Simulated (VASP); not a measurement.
The system is SrTe.

```
Te Sr
1.0
     0.00000    3.30760    3.30760
     3.30760    0.00000    3.30760
     3.30760    3.30760    0.00000
Te Sr
1 1
Direct
  0.50000 0.50000 0.50000
  0.00000 0.00000 0.00000
```

The cell was built by a generator and needn't be a form met in nature.

Base run:

- Program: VASP 6.6.1
- Functional: PBEsol
- Potentials or basis: VASP PAW PBE potentials, release 64 (Te, Sr_sv)
- Cutoff: 520 eV
- k mesh: 8 × 8 × 8
- Occupations: gaussian, width 0.03 eV
- Spin: no spin polarisation

Its results: band gap on the k mesh 1.55 eV, indirect (least direct gap 2.32 eV).

Task: After a change of settings the same cell gave: band gap on the k mesh 2.32 eV, indirect (least direct gap 3.01 eV). Which change was it?
A. functional from PBEsol to LDA; potentials or basis from VASP PAW PBE potentials, release 64 (Te, Sr_sv) to VASP PAW LDA potentials, release 64 (Te, Sr_sv)
B. functional from PBEsol to TB-mBJ
C. functional from PBEsol to r2SCAN

Result: B.

Caveats: spin-orbit coupling is left out, which moves the levels of the heavy elements.
